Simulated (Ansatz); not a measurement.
Strain response of TaSi2

Level of theory: DFT r2SCAN, scalar-relativistic, plane waves, PAW in Ansatz. Settings: 500 eV cutoff, 12×12×6 k-mesh, Gaussian smearing of 0.10 eV, no spin polarisation.

Starting point, cell and atoms relaxed:

```
Ta Si
1.0
     4.77997    0.00000    0.00000
    -2.38998    4.13957    0.00000
     0.00000    0.00000    6.55476
Ta Si
3 6
Direct
  0.50000 0.00000 0.00000
  0.50000 0.50000 0.66667
  0.00000 0.50000 0.33333
  0.15827 0.31655 0.00000
  0.84173 0.15827 0.66667
  0.68345 0.84173 0.33333
  0.84173 0.68345 0.00000
  0.15827 0.84173 0.66667
  0.31655 0.15827 0.33333
```

Deformation: biaxial strain in the a-b plane, with the length and tilt of c and the atoms relaxed, all within the symmetry that the strain leaves. Energies are extrapolated to zero smearing.

Spin–orbit coupling is left out, which can shift energies with elements as heavy as these.

```
strain (%)  ΔE (meV/atom) a (Å) b (Å) c (Å)
      -4.0           65.7  4.589  4.589  6.686
      -2.0           15.8  4.684  4.684  6.613
      +0.0            0.0  4.780  4.780  6.555
      +2.0           14.1  4.876  4.876  6.505
      +4.0           53.8  4.971  4.971  6.465
```

(1) What stiffness (1/V) d²E/dε² at zero strain does a cubic fit over all points give?

(2) How does the free axis c answer a small strain?

Answers

(1) A cubic fit gives (1/V) d²E/dε² = 831 GPa at zero strain (twice the biaxial modulus).

(2) Between the innermost points its strain is -0.41 times the applied one.